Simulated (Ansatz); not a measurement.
# GaS: the cost of one run

All numbers are computed with Ansatz 0.2.0, driven from Python. Level of theory: DFT LDA, plane waves, PAW.

### 1 Starting point

It takes space group P6_3/mmc (No. 194, hexagonal). Conventional cell: a = 3.585 Å, b = 3.585 Å, c = 15.500 Å, α = 90.00°, β = 90.00°, γ = 120.00°. Around Ga (site symmetry 3m) lie 3 S at 2.34 Å and 1 Ga at 2.48 Å. S (site symmetry 3m) is surrounded by 3 Ga at 2.34 Å.

Input file gas.vasp:

```text
GaS
1.0
   3.58500000    0.00000000    0.00000000
  -1.79250000    3.10470107    0.00000000
   0.00000000    0.00000000   15.50000000
Ga S
4 4
Direct
   0.33333333    0.66666667    0.17000000
   0.66666667    0.33333333    0.67000000
   0.33333333    0.66666667    0.33000000
   0.66666667    0.33333333    0.83000000
   0.33333333    0.66666667    0.60000000
   0.66666667    0.33333333    0.10000000
   0.33333333    0.66666667    0.90000000
   0.66666667    0.33333333    0.40000000
```

### 2 Script

Contents of phonons.py:

```python
'''Lattice dynamics of GaS in a supercell.'''

from pathlib import Path
import warnings

import ansatz as az
from ase.io import read
import numpy as np

warnings.simplefilter('ignore', az.DeckWarning)

atoms = read('gas.vasp', format='vasp')
structure = az.Crystal.from_ase(atoms)

# the cell itself: zone-centre modes alone
calc = (
    structure.calculation()
    .functional(az.Functional.LDA)
    .occupations(az.OccupationsMethod.FIXED)
    .mixing('broyden', beta=0.7)
    .scf(tolerance=1e-06)
    .kpoints(6, 6, 2)
    .phonons('fd', supercell=1)
)
result = calc.run(threads=1, runs_dir='out')
folder = Path(result.output_folder) / 'results'
ph = result.phonons

print('modes at Gamma (1/cm):', np.round(ph.gamma_omega_inv_cm, 1) + 0.0)
print(f'{ph.n_members} displaced supercells, sum-rule residual {ph.asr_residual_pre_ev_ang2:.1e} eV/A^2')
optical = np.sort(ph.gamma_omega_inv_cm)
print('imaginary modes at Gamma:', int((optical < -10).sum()), '- highest mode', round(float(optical[-1]), 1), '1/cm')
```

### 3 The input behind the calls

The engine receives this input:

```yaml
crystal:
  lattice:
    - [3.585, 0.0, 0.0]
    - [-1.7925, 3.10470107, 0.0]
    - [0.0, 0.0, 15.5]
  atoms:
    - { symbol: Ga, position: [0.33333333, 0.66666667, 0.17] }
    - { symbol: Ga, position: [0.6666666700000001, 0.3333333299999999, 0.67] }
    - { symbol: Ga, position: [0.33333333, 0.66666667, 0.33] }
    - { symbol: Ga, position: [0.6666666700000001, 0.3333333299999999, 0.83] }
    - { symbol: S, position: [0.33333333, 0.66666667, 0.6] }
    - { symbol: S, position: [0.6666666700000001, 0.3333333299999999, 0.1] }
    - { symbol: S, position: [0.33333333, 0.66666667, 0.9] }
    - { symbol: S, position: [0.6666666700000001, 0.3333333299999999, 0.4] }
kpoints:
  mp_grid:
    grid: [6, 6, 2]
hamiltonian:
  xc: lda
scf:
  convergence:
    dr2_threshold: 1.0e-06
  mixing:
    algorithm: broyden
    beta: 0.7
  occupations:
    method: fixed
phonons:
  method: fd
  supercell: [1, 1, 1]
```

### 4 The run

On the command line:

```console
$ python phonons.py
```

**Question.** How long does this script take on 1 thread of Arm Neoverse V2, shared host, and how much memory does it need?

About 64 s, with a peak of 0.58 GiB.
